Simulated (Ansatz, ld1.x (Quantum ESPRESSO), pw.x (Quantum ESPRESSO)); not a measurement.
# From atom to crystal: TM potential for technetium (Tc)

Tc, norm-conserving Troullier–Martins (Kleinman–Bylander form), made with ld1.x (Quantum ESPRESSO) 7.5 (PBE, scalar-relativistic). Core [Kr], reference 4d5 5s1.5 5p0.5. Waves: 5s (bound): rc 2.65 bohr; 4d (bound): rc 1.45 bohr; 5p (bound): rc 3.05 bohr. Local part: the p channel. Core correction: Bessel-smoothed model core, default radius (core density twice the valence density).

Crystal test: bcc Tc in pw.x 7.5, no spin, 15³ k-points, Fermi–Dirac smearing 0.01 Ry, cutoffs 75/300 Ry. The reference is all-electron LAPW (Ansatz 0.2.0) with the same functional, mesh and smearing; V0 and B0 come from Birch–Murnaghan fits to the pressures at five volumes. Errors are pseudo minus all-electron; Δ is the rms difference of the E(V) curves that follow from these fits, minima aligned, over ±6 % about the mean V0. Mesh and smearing are coarse, so the numbers serve the comparison and aren't converged zero-temperature values; the lattice is a test structure that the element need not adopt.

All-electron: a0 = 3.083 Å (V0 = 14.65 Å³/atom), B0 = 289.0 GPa.

How far does the potential miss the all-electron equation of state?

mean pressure error (GPa): +48.55. The pressure does not cross zero within the volumes sampled, so no fit is given. The largest radius (3.05 bohr) exceeds half the bond length (2.52 bohr), so the spheres overlap, which is one possible source of error among others. This is a poor potential for the solid.

| V (Å³/atom) | P all-electron (GPa) | P pseudo (GPa) |
| --- | --- | --- |
| 13.899 | 17.20 | 75.96 |
| 14.265 | 8.23 | 61.27 |
| 14.631 | 0.42 | 48.40 |
| 14.997 | -6.37 | 37.12 |
| 15.363 | -12.28 | 27.22 |

At the middle volume, how do free energy and pressure move when the wave cutoff is lowered (ecutrho kept at four times it)?

```tsv
cutoff (Ry)	shift of F (meV/atom)	shift of P (GPa)
34	+1730.4	-72.30
45	+231.2	-14.55
60	+7.1	-0.91
```

The run at the middle volume (120 k-points, 6 iterations) took about 14 s on one core of a shared host (Neoverse-V1, 32 threads, 247 GiB, load 26).
